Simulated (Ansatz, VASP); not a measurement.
## Pd in VASP and in Ansatz

INCAR

```
ALGO = Normal
EDIFF = 1E-6
EDIFFG = -0.01
ENCUT = 600
GGA = PE
IBRION = 2
ISIF = 3
ISMEAR = -1
ISPIN = 2
LASPH = True
LCHARG = False
LMAXMIX = 4
LORBIT = 11
LREAL = False
LWAVE = False
MAGMOM = 0.5 -0.5
NELM = 150
NSW = 80
PREC = Accurate
SIGMA = 0.05
```

File KPOINTS:

```
k-points
0
Gamma
  10 10 10
```

Contents of POSCAR:

```
Pd
1.0
    0.0000000000      2.7082278367      2.7082278367
    2.7082278367      0.0000000000      2.7082278367
    2.7082278367      2.7082278367      0.0000000000
Pd
2
Direct
    0.1250000000      0.1250000000      0.1250000000
    0.8750000000      0.8750000000      0.8750000000
```

Input for Ansatz:

```yaml
crystal:
  lattice:
    - [0.0, 2.7082278367, 2.7082278367]
    - [2.7082278367, 0.0, 2.7082278367]
    - [2.7082278367, 2.7082278367, 0.0]
  atoms:
    - { symbol: Pd, position: [0.125, 0.125, 0.125], spin: 0.5 }
    - { symbol: Pd, position: [0.875, 0.875, 0.875], spin: -0.5 }
hamiltonian:
  xc: pbe
  pseudopotentials:
    kind: paw
    azcp:
      Pd: "pseudopotentials/Pd.paw.azcp"
basis:
  ecutwfc: 420
  fft_grid_basis: typed
kpoints:
  mp_grid: { grid: [10, 10, 10], shift: [0, 0, 0] }
magnetization:
  spin_polarized: true
scf:
  occupations: { method: fermi_dirac, width: 0.05 }
relax:
  max_steps: 60
  f_tol: 0.01
  cell: {}
```

The cell was built by a generator and needn't be a form met in nature.

Alike in both runs: task relaxation of cell and atoms; functional PBE; k mesh 10 × 10 × 10; occupations fermi-dirac, width 0.05 eV; collinear spin.

|  | VASP | Ansatz |
| --- | --- | --- |
| version | VASP 6.6.1 | Ansatz 0.2.0 |
| potentials or method | VASP PAW PBE potentials, release 64 (Pd) | plane waves (420 eV) with PAW, scalar-relativistic |
| plane-wave cutoff (eV) | 600 | 420 |
| valence electrons in the cell | 20 | 36 |

Ansatz gave:

```
net moment per atom (μB)                                      : 0.46
size of the moment on the site where the two differ most (μB) : 0.45
relaxed volume (Å³/atom)                                      : 24.50
relaxed cell length with the largest relative difference (Å)  : 4.107
energy change over the relaxation (meV/atom)                  : -288
```

Task: Estimate VASP's values.

Result: net moment per atom (μB): 0.00; size of the moment on the site where the two differ most (μB): 0.00; relaxed volume (Å³/atom): 24.37; relaxed cell length with the largest relative difference (Å): 4.100; energy change over the relaxation (meV/atom): -266.

The net moments differ so much that the two runs ended in different magnetic states, which moves the other rows too. Site moments also hang on the region over which each program counts them. The two sets of potentials don't hold the same shells in valence. Ansatz warned: «seeded_moment_not_kept».

Caveats: the volume moved by over 15 % at a fixed basis, so the end points are rough (VASP).
